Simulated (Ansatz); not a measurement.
**From formation energies to a reaction energy: BeSe5**

Computed with Ansatz 0.2.0, DFT PBE, scalar-relativistic, plane waves, PAW. Settings: cutoff 420 eV, Γ-centred meshes spaced at most about 0.3 Å⁻¹, and about 0.25 Å⁻¹ or finer for metals (2π included), Gaussian smearing. No spin polarisation.

Formation energies are uncorrected and refer to the elements' standard structures at the same level.

Temperature and zero-point effects are left out. The reference form of Se is held partly by dispersion forces, which this level lacks.

A trial structure of BeSe5 (reached from: La5Mg type (P-62m); relaxed: space group P-62m (No. 189), a = 6.430 Å, c = 3.418 Å) has a formation energy of 0.313 eV/atom. At its composition the lowest mixture among the elements and 1 reference phase computed alike (others may be missing) consists of these:

```
       phase   source  ΔE_f (eV/atom)
  Se (solid)  element           0.000
BeSe (F-43m)      COD          -0.797
```

Question: Write the balanced decomposition and find its energy per atom, per formula unit and per mole of formula units.

Answer: Balancing Be and Se gives BeSe5 → 4 Se + BeSe. The left side holds 6 atoms, and the products take 4/6 (Se) and 2/6 (BeSe) of them. The mixture therefore lies at 4/6 × (0.000) + 2/6 × (-0.797) = -0.266 eV/atom. The reaction energy is -0.266 − (0.313) = -0.579 eV/atom. Times 6 atoms that is -3.474 eV per BeSe5, and times 96.485 it is -335 kJ per mole of BeSe5. Decomposition is downhill, so the trial structure is unstable against this mixture.
